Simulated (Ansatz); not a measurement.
A relaxation computed with Ansatz, from input to last step.

```yaml
crystal:
  lattice:
    - [4.6975810625, 4.6975810625, 6.1859837714]
    - [4.6975810625, -4.6975810625, -6.1859837714]
    - [-4.6975810625, 4.6975810625, -6.1859837714]
  atoms:
    - { symbol: Mg, position: [0.4987946792, 0.8768484397, 0.8705332858] }
    - { symbol: Mg, position: [0.498759925, 0.6276185664, 0.621293679] }
    - { symbol: Mg, position: [0.506617549, 0.3829282203, 0.3769079681] }
    - { symbol: Mg, position: [0.506608921, 0.1290655399, 0.1230523576] }
    - { symbol: Mg, position: [0.0055034009, 0.3768130542, 0.8783208716] }
    - { symbol: Mg, position: [0.005534906, 0.1265577651, 0.6280616211] }
    - { symbol: Mg, position: [-0.0053507313, 0.8721812432, 0.3759722599] }
    - { symbol: Mg, position: [-0.0053746128, 0.6180374869, 0.121792966] }
    - { symbol: Mg, position: [0.5133225766, 0.0130906141, 0.4995850376] }
    - { symbol: Mg, position: [0.5047660395, 0.7537336637, 0.2499175989] }
    - { symbol: Mg, position: [0.5018471242, 0.5036293527, -0.0024188851] }
    - { symbol: Mg, position: [0.5047496611, 0.2541959766, 0.7503826045] }
    - { symbol: Mg, position: [-0.0006771308, 0.4983164122, 0.500376809] }
    - { symbol: Mg, position: [-0.0016601673, 0.2477080847, 0.2487339302] }
    - { symbol: Mg, position: [-0.0035742627, -0.0044968513, 0.0002795785] }
    - { symbol: Mg, position: [-0.0016703237, 0.7489654064, 0.7499951578] }
    - { symbol: F, position: [0.6957766795, 0.1010214271, 0.0891110469] }
    - { symbol: F, position: [0.6942195593, 0.8499264719, 0.8436577458] }
    - { symbol: F, position: [0.6957565663, 0.606020915, 0.5941217794] }
    - { symbol: F, position: [0.6969938156, 0.3498213991, 0.3465364345] }
    - { symbol: F, position: [0.1997608968, 0.6037714423, 0.1006268422] }
    - { symbol: F, position: [0.2009365043, 0.3514195737, 0.8488876672] }
    - { symbol: F, position: [0.199769158, 0.098466194, 0.5953696761] }
    - { symbol: F, position: [0.1824791768, 0.7966398436, 0.385209842] }
    - { symbol: F, position: [0.5013127346, 0.0299065784, 0.7183221227] }
    - { symbol: F, position: [0.5012859165, 0.7823352459, 0.4707561402] }
    - { symbol: F, position: [0.5030015839, 0.5306092851, 0.2215675674] }
    - { symbol: F, position: [0.5030152912, 0.2808011679, 0.9717563938] }
    - { symbol: F, position: [0.0014394513, 0.5267428225, 0.7248454056] }
    - { symbol: F, position: [0.0014679878, 0.2759737777, 0.4740695734] }
    - { symbol: F, position: [-0.0193359533, 0.0198027334, 0.2173210324] }
    - { symbol: F, position: [-0.0194222235, 0.7626774608, 0.9601762935] }
    - { symbol: F, position: [0.3034284585, 0.9029871458, 0.9016546535] }
    - { symbol: F, position: [0.3018243824, 0.6510881455, 0.6501249702] }
    - { symbol: F, position: [0.3034317824, 0.4011556346, 0.3997889206] }
    - { symbol: F, position: [0.3074069216, 0.1634594921, 0.1433044404] }
    - { symbol: F, position: [0.8072409804, 0.3984000488, 0.9057646015] }
    - { symbol: F, position: [0.8117957583, 0.1548398391, 0.6563117364] }
    - { symbol: F, position: [0.8072561409, 0.900834161, 0.4082160016] }
    - { symbol: F, position: [0.805345451, 0.6544748265, 0.1502365627] }
    - { symbol: F, position: [0.5021568115, 0.726312957, 0.0252413572] }
    - { symbol: F, position: [0.5021304746, 0.476267151, 0.775193827] }
    - { symbol: F, position: [0.5316835193, 0.2490716746, 0.5448219788] }
    - { symbol: F, position: [0.5317376399, 0.9862531705, 0.2820086513] }
    - { symbol: F, position: [0.0056887173, 0.2239838769, 0.0289416542] }
    - { symbol: F, position: [0.0057035228, 0.976118101, 0.7810672785] }
    - { symbol: F, position: [-0.009969847, 0.7177932687, 0.526515008] }
    - { symbol: F, position: [-0.0099260708, 0.462920344, 0.2716190461] }
    - { symbol: F, position: [0.2514106579, -0.0277141504, 0.2784419084] }
  host:
    lattice:
      - [4.6975810625, 0.0, 0.0]
      - [0.0, 4.6975810625, 0.0]
      - [0.0, 0.0, 3.0929918857]
    atoms:
      - { symbol: Mg, position: [0.5, 0.5, 0.5] }
      - { symbol: Mg, position: [0.0, 0.0, 0.0] }
      - { symbol: F, position: [0.6964323167, 0.6964323167, 0.0] }
      - { symbol: F, position: [0.8035676833, 0.1964323167, 0.5] }
      - { symbol: F, position: [0.3035676833, 0.3035676833, 0.0] }
      - { symbol: F, position: [0.1964323167, 0.8035676833, 0.5] }
total_charge: -1
basis:
  ecutwfc: 420
  xc_grid: 2
kpoints:
  mp_grid: { grid: [2, 2, 2], shift: [0.5, 0.5, 0.5] }
hamiltonian:
  xc: pbe
scf:
  occupations: { method: gaussian, width: 0.01 }
output:
  forces: true
  stress: false
  eigenvalues: true
  charged_corrections:
    defect_position: [0.325, 0.009375, 0.284375]
    epsilon: [[5.8973, 0.0, 0.0], [0.0, 5.8973, 0.0], [0.0, 0.0, 5.1002]]
  write_density: true
  write_potential: true
  elf: true
  volumetric_format: npy
relax:
  adjacent_minimum: "off"
  f_tol: 0.025
  max_steps: 45
```

```bash
ansatz run input.yaml --threads 4 --pin off --max-ram 6144MiB --backend cpu --events-out ev --progress --plain --runs-dir out
```

Level of theory: DFT PBE, scalar-relativistic, plane waves, PAW (Ansatz 0.2.0).

The cell holds a point defect: F interstitial, charge −1.

Of 7 frames 4 are shown, positions in Å and forces in eV/Å; the SCF threshold varies from step to step.

```xyz
49
Lattice="4.6976 4.6976 6.1860 4.6976 -4.6976 -6.1860 -4.6976 4.6976 -6.1860" Properties=species:S:1:pos:R:3:forces:R:3 pbc="T T T" step=1 free_energy_over_end_meV_per_atom=36.48
Mg    2.3728    2.3135   -7.7237    0.0651   -0.2306    0.0261
Mg    2.3727    2.3133   -4.6404    0.0654   -0.2297   -0.0261
Mg    2.4082    2.3516   -1.5664   -0.7048   -0.1236    0.6618
Mg    2.4081    2.3516    1.5743   -0.7046   -0.1233   -0.6621
Mg   -2.3300    2.3817   -7.7302   -0.0436    0.0371   -0.1359
Mg   -2.3299    2.3819   -4.6338   -0.0443    0.0364    0.1357
Mg    2.3058   -2.3561   -7.7542    0.9621    0.7887    1.4050
Mg    2.3059   -2.3564   -4.6098    0.9625    0.7901   -1.4056
Mg    0.1260    4.6967    0.0040   -1.0457   -2.0538   -0.0002
Mg    4.7379    0.0045   -3.0861   -0.0533   -0.1470   -0.3828
Mg    4.7347   -0.0197    0.0039    0.0333    0.2617    0.0001
Mg    0.0402    4.7020   -3.0919   -0.0527   -0.1467    0.3822
Mg   -0.0129    0.0065   -6.1821    0.5579   -0.3731    0.0003
Mg   -0.0126   -0.0030   -3.0813    0.0479    0.0655    0.1083
Mg   -0.0392    0.0056    0.0040    0.1824    1.4054   -0.0004
Mg   -0.0127   -0.0030   -9.2829    0.0474    0.0654   -0.1082
F     3.3244    3.2125    3.1279   -0.0040   -0.0273    0.0474
F     3.2906    3.2317   -6.1821   -0.0418   -0.0542    0.0000
F     3.3243    3.2125   -3.1201   -0.0035   -0.0273   -0.0473
F     3.2896    3.2588    0.0039    0.1941    0.1623    0.0001
F     3.3020   -1.4252   -3.1217   -0.0230    0.0097    0.3939
F    -1.3930    3.2808   -6.1821    0.0457   -0.0592    0.0002
F    -1.3958    3.2727   -3.0563   -0.0227    0.0094   -0.3945
F     2.7899   -1.0755   -6.1821   -3.8460    1.9502   -0.0013
F    -0.8789    5.5888   -1.5274    0.0199    0.3584   -0.2521
F     3.8185    0.8912   -4.6507    0.0205    0.3581    0.2523
F     3.8146    0.9111   -1.5414    0.1366   -0.0794   -0.0948
F    -0.8829    5.6088   -4.6367    0.1361   -0.0794    0.0946
F    -0.9238    0.9374   -7.7334   -0.0469    0.0765    0.0451
F    -0.9237    0.9375   -4.6307   -0.0470    0.0766   -0.0452
F    -1.0187    0.8370   -1.5865   -0.1019   -0.4854   -0.4661
F    -1.0190    0.8365  -10.7777   -0.1015   -0.4843    0.4662
F     1.4316    1.4191   -9.2865    0.0408    0.0072    0.1552
F     1.4224    1.4133   -6.1822   -0.1286    0.3296    0.0003
F     1.4318    1.4190   -3.0776    0.0402    0.0071   -0.1552
F     1.5387    1.3494    0.0040    1.6466   -1.0459   -0.0004
F     1.4087    6.1755   -3.0740   -0.0308   -0.0076    0.0729
F     1.4578    6.1692    0.0040    0.1255    0.1600    0.0001
F     6.1063    1.4780   -3.1041   -0.0306   -0.0077   -0.0728
F     6.1519    1.4145    0.0039   -0.4449   -0.4931    0.0001
F     5.6523   -0.9344   -1.5428   -0.0093   -0.0338    0.0445
F     0.9546    3.7630   -4.6353   -0.0094   -0.0338   -0.0445
F     1.1083    3.8869   -1.6220    0.3377    0.3308   -0.5392
F     5.8061   -0.8104   -4.5561    0.3377    0.3307    0.5401
F     0.9429   -0.8895   -1.5294    0.0436   -0.1876   -0.0589
F     0.9431   -0.8895  -10.8346    0.0434   -0.1873    0.0587
F     0.8517   -0.9454   -7.7589   -0.4862    0.1124   -0.4465
F     0.8520   -0.9453   -4.6053   -0.4874    0.1124    0.4473
F    -0.2572    2.6192    0.0042    2.4222   -1.1205    0.0016
49
Lattice="4.6976 4.6976 6.1860 4.6976 -4.6976 -6.1860 -4.6976 4.6976 -6.1860" Properties=species:S:1:pos:R:3:forces:R:3 pbc="T T T" step=3 free_energy_over_end_meV_per_atom=1.64
Mg    2.3934    2.3289   -7.7172   -0.0126    0.0171   -0.0072
Mg    2.3934    2.3289   -4.6469   -0.0125    0.0173    0.0072
Mg    2.3848    2.3219   -1.5392    0.0757   -0.0019   -0.0410
Mg    2.3848    2.3220    1.5470    0.0756   -0.0018    0.0409
Mg   -2.3620    2.3525   -7.7175    0.0153    0.0101   -0.0030
Mg   -2.3620    2.3525   -4.6467    0.0154    0.0101    0.0028
Mg    2.4266   -2.2538   -7.6705    0.0366   -0.0209   -0.0288
Mg    2.4270   -2.2539   -4.6938    0.0374   -0.0208    0.0282
Mg   -0.0564    4.4901    0.0040    0.0111    0.0467   -0.0002
Mg    4.7827    0.0350   -3.0811    0.0135    0.0195    0.0381
Mg    4.7456    0.0066    0.0040   -0.0188   -0.0354    0.0000
Mg    0.0851    4.7327   -3.0969    0.0135    0.0195   -0.0380
Mg    0.0740   -0.0389   -6.1821   -0.0090    0.0280    0.0001
Mg   -0.0295   -0.0216   -3.0853   -0.0071   -0.0180   -0.0138
Mg   -0.0273    0.1748    0.0040   -0.0029    0.0720    0.0001
Mg   -0.0296   -0.0217   -9.2788   -0.0071   -0.0180    0.0138
F     3.2877    3.2061    3.1094   -0.0224   -0.0159   -0.0213
F     3.3012    3.2697   -6.1821    0.0285    0.0343    0.0000
F     3.2876    3.2060   -3.1014   -0.0225   -0.0161    0.0213
F     3.2858    3.2704    0.0039    0.0208    0.0164    0.0000
F     3.3249   -1.3925   -3.0961   -0.0142   -0.0151   -0.0292
F    -1.4011    3.2789   -6.1821    0.0007   -0.0016    0.0000
F    -1.3728    3.3051   -3.0820   -0.0142   -0.0151    0.0291
F     2.5969   -0.8344   -6.1824   -0.0129    0.0704   -0.0004
F    -0.8610    5.6106   -1.5563   -0.0131   -0.0009   -0.0015
F     3.8365    0.9129   -4.6219   -0.0131   -0.0009    0.0014
F     3.8652    0.9349   -1.5565   -0.0143    0.0092    0.0061
F    -0.8324    5.6325   -4.6217   -0.0143    0.0091   -0.0061
F    -0.9126    0.9327   -7.7104    0.0137   -0.0023   -0.0093
F    -0.9125    0.9328   -4.6537    0.0137   -0.0024    0.0093
F    -1.0490    0.7987   -1.6527   -0.0125    0.0188    0.0072
F    -1.0495    0.7979  -10.7112   -0.0127    0.0185   -0.0070
F     1.4314    1.4016   -9.2786    0.0005    0.0020   -0.0012
F     1.3930    1.4933   -6.1821   -0.0127   -0.0121    0.0000
F     1.4315    1.4016   -3.0856    0.0005    0.0020    0.0012
F     1.7337    1.2184    0.0039   -0.0659    0.0180    0.0000
F     1.4620    6.1887   -3.1107    0.0008   -0.0010    0.0188
F     1.4191    6.1024    0.0039    0.0204    0.0198    0.0000
F     6.1596    1.4912   -3.0674    0.0009   -0.0010   -0.0185
F     6.1881    1.4398    0.0039    0.0286    0.0106    0.0000
F     5.6647   -0.9257   -1.5346   -0.0025    0.0085   -0.0121
F     0.9671    3.7719   -4.6434   -0.0026    0.0085    0.0121
F     1.0696    3.8460   -1.6244   -0.0312   -0.0428    0.0488
F     5.7677   -0.8510   -4.5535   -0.0310   -0.0428   -0.0487
F     0.9208   -0.8957   -1.5231    0.0057    0.0111   -0.0060
F     0.9209   -0.8957  -10.8410    0.0057    0.0111    0.0059
F     0.7973   -0.9926   -7.8184    0.0353   -0.0303    0.0234
F     0.7976   -0.9925   -4.5458    0.0354   -0.0302   -0.0234
F    -0.3533    2.4597    0.0050   -0.1235   -0.1597    0.0005
49
Lattice="4.6976 4.6976 6.1860 4.6976 -4.6976 -6.1860 -4.6976 4.6976 -6.1860" Properties=species:S:1:pos:R:3:forces:R:3 pbc="T T T" step=5 free_energy_over_end_meV_per_atom=0.14
Mg    2.3833    2.3651   -7.7326    0.0000    0.0200   -0.0077
Mg    2.3833    2.3651   -4.6315    0.0000    0.0197    0.0077
Mg    2.3750    2.3246   -1.5284   -0.0029   -0.0028   -0.0090
Mg    2.3749    2.3248    1.5363   -0.0028   -0.0029    0.0090
Mg   -2.3266    2.3562   -7.7277    0.0070    0.0064   -0.0031
Mg   -2.3266    2.3561   -4.6363    0.0069    0.0063    0.0031
Mg    2.5122   -2.2930   -7.6423   -0.0148   -0.0041   -0.0146
Mg    2.5120   -2.2937   -4.7214   -0.0141   -0.0036    0.0139
Mg   -0.0713    4.6643    0.0039    0.0107   -0.0015    0.0001
Mg    4.7774    0.0522   -3.0857    0.0073   -0.0046    0.0022
Mg    4.7485    0.0147    0.0039   -0.0129   -0.0089    0.0001
Mg    0.0797    4.7497   -3.0924    0.0073   -0.0044   -0.0023
Mg    0.1109   -0.0387   -6.1821   -0.0320    0.0109    0.0000
Mg    0.0192   -0.0683   -3.1185   -0.0007   -0.0040    0.0020
Mg   -0.0773    0.1743    0.0041   -0.0268    0.0547   -0.0001
Mg    0.0191   -0.0684   -9.2455   -0.0010   -0.0042   -0.0020
F     3.2728    3.2102    3.0542    0.0004   -0.0032   -0.0042
F     3.2942    3.2909   -6.1821    0.0006   -0.0025    0.0000
F     3.2729    3.2097   -3.0463    0.0004   -0.0030    0.0042
F     3.2944    3.2741    0.0040   -0.0012    0.0050   -0.0001
F     3.3381   -1.3926   -3.1078   -0.0028   -0.0075   -0.0076
F    -1.3779    3.2740   -6.1820   -0.0022   -0.0028    0.0000
F    -1.3597    3.3053   -3.0703   -0.0028   -0.0075    0.0077
F     2.7179   -0.6875   -6.1833    0.0334   -0.0443    0.0005
F    -0.8321    5.7096   -1.5927   -0.0002    0.0016    0.0026
F     3.8649    1.0113   -4.5857   -0.0001    0.0018   -0.0025
F     3.8333    0.9216   -1.5437    0.0009    0.0023    0.0015
F    -0.8641    5.6194   -4.6344    0.0008    0.0022   -0.0015
F    -0.8808    0.9188   -7.6974    0.0032   -0.0055   -0.0058
F    -0.8807    0.9188   -4.6667    0.0032   -0.0054    0.0058
F    -1.0662    0.7078   -1.7467   -0.0145    0.0032   -0.0178
F    -1.0671    0.7065  -10.6171   -0.0143    0.0035    0.0178
F     1.4340    1.4044   -9.2719   -0.0026   -0.0024    0.0001
F     1.3882    1.5382   -6.1821    0.0058   -0.0193   -0.0001
F     1.4341    1.4044   -3.0922   -0.0027   -0.0024   -0.0001
F     1.6319    1.2985    0.0039    0.0116   -0.0158    0.0000
F     1.4748    6.1741   -3.0911    0.0009    0.0049   -0.0005
F     1.4415    6.1096    0.0040    0.0164    0.0176    0.0000
F     6.1725    1.4764   -3.0870    0.0009    0.0050    0.0003
F     6.1697    1.4492    0.0040    0.0066    0.0129    0.0000
F     5.6649   -0.9022   -1.5517   -0.0052    0.0003   -0.0013
F     0.9672    3.7954   -4.6264   -0.0051    0.0003    0.0013
F     0.9508    3.7872   -1.5414   -0.0098    0.0062   -0.0047
F     5.6487   -0.9101   -4.6367   -0.0097    0.0063    0.0048
F     0.9492   -0.8986   -1.5226    0.0032   -0.0038    0.0008
F     0.9493   -0.8986  -10.8415    0.0031   -0.0039   -0.0007
F     0.8617   -1.0222   -7.7801    0.0105    0.0094    0.0030
F     0.8627   -1.0217   -4.5841    0.0100    0.0091   -0.0029
F    -0.6585    2.2130    0.0050    0.0299   -0.0391    0.0001
49
Lattice="4.6976 4.6976 6.1860 4.6976 -4.6976 -6.1860 -4.6976 4.6976 -6.1860" Properties=species:S:1:pos:R:3:forces:R:3 pbc="T T T" step=7 free_energy_over_end_meV_per_atom=0.00
Mg    2.3820    2.3704   -7.7358   -0.0014   -0.0022   -0.0005
Mg    2.3820    2.3704   -4.6283   -0.0014   -0.0022    0.0005
Mg    2.3690    2.3193   -1.5266   -0.0043    0.0014    0.0023
Mg    2.3690    2.3193    1.5345   -0.0043    0.0014   -0.0024
Mg   -2.3237    2.3666   -7.7318    0.0007    0.0012   -0.0011
Mg   -2.3236    2.3665   -4.6322    0.0006    0.0013    0.0011
Mg    2.5180   -2.3001   -7.6411    0.0000    0.0005   -0.0044
Mg    2.5180   -2.3003   -4.7229    0.0000    0.0006    0.0043
Mg   -0.0547    4.6972    0.0039    0.0061   -0.0007    0.0000
Mg    4.7766    0.0553   -3.0876    0.0005   -0.0011   -0.0009
Mg    4.7457    0.0180    0.0039   -0.0008   -0.0013    0.0000
Mg    0.0790    4.7529   -3.0905    0.0005   -0.0010    0.0009
Mg    0.0901   -0.0291   -6.1821    0.0015   -0.0007    0.0001
Mg    0.0216   -0.0737   -3.1249    0.0003   -0.0003   -0.0038
Mg   -0.0882    0.1751    0.0040    0.0021    0.0042    0.0000
Mg    0.0216   -0.0737   -9.2391    0.0003   -0.0004    0.0037
F     3.2757    3.2031    3.0437   -0.0006   -0.0013   -0.0011
F     3.2894    3.2940   -6.1821   -0.0007    0.0010    0.0000
F     3.2758    3.2029   -3.0358   -0.0006   -0.0013    0.0011
F     3.2870    3.2766    0.0040   -0.0019    0.0001    0.0000
F     3.3386   -1.3908   -3.1104    0.0000   -0.0001   -0.0006
F    -1.3754    3.2768   -6.1820   -0.0009   -0.0001    0.0000
F    -1.3591    3.3069   -3.0677    0.0001   -0.0002    0.0006
F     2.7740   -0.7183   -6.1825    0.0016   -0.0028    0.0002
F    -0.8309    5.7196   -1.5921   -0.0009    0.0029   -0.0005
F     3.8665    1.0218   -4.5861   -0.0009    0.0030    0.0005
F     3.8330    0.9211   -1.5451    0.0000    0.0000    0.0001
F    -0.8645    5.6188   -4.6330    0.0000    0.0000   -0.0001
F    -0.8851    0.9222   -7.6974   -0.0011    0.0005    0.0003
F    -0.8851    0.9222   -4.6666   -0.0011    0.0006   -0.0003
F    -1.0864    0.6940   -1.7719   -0.0038   -0.0025   -0.0056
F    -1.0869    0.6934  -10.5921   -0.0037   -0.0023    0.0055
F     1.4295    1.4064   -9.2724   -0.0007    0.0004    0.0005
F     1.4004    1.5223   -6.1821    0.0026    0.0006    0.0000
F     1.4295    1.4064   -3.0917   -0.0007    0.0004   -0.0005
F     1.6434    1.2850    0.0039    0.0041   -0.0005    0.0000
F     1.4656    6.1849   -3.0886   -0.0007    0.0015    0.0007
F     1.4485    6.1225    0.0039    0.0025    0.0031    0.0000
F     6.1633    1.4873   -3.0895   -0.0007    0.0015   -0.0006
F     6.1644    1.4521    0.0039   -0.0004    0.0003    0.0000
F     5.6620   -0.9027   -1.5527   -0.0005   -0.0002   -0.0004
F     0.9644    3.7949   -4.6254   -0.0005   -0.0002    0.0004
F     0.9441    3.7886   -1.5356    0.0001   -0.0005    0.0000
F     5.6418   -0.9088   -4.6425    0.0001   -0.0005    0.0000
F     0.9463   -0.8954   -1.5240    0.0007   -0.0007    0.0007
F     0.9463   -0.8954  -10.8401    0.0007   -0.0007   -0.0006
F     0.8761   -1.0064   -7.7648    0.0005    0.0009   -0.0005
F     0.8764   -1.0063   -4.5993    0.0004    0.0009    0.0005
F    -0.6549    2.1462    0.0045    0.0064   -0.0039   -0.0001
```

It took 2.8 min on 4 threads of AMD EPYC 7R43 64-Core Processor (Zen 3) (shared host), peak memory 2.7 GiB.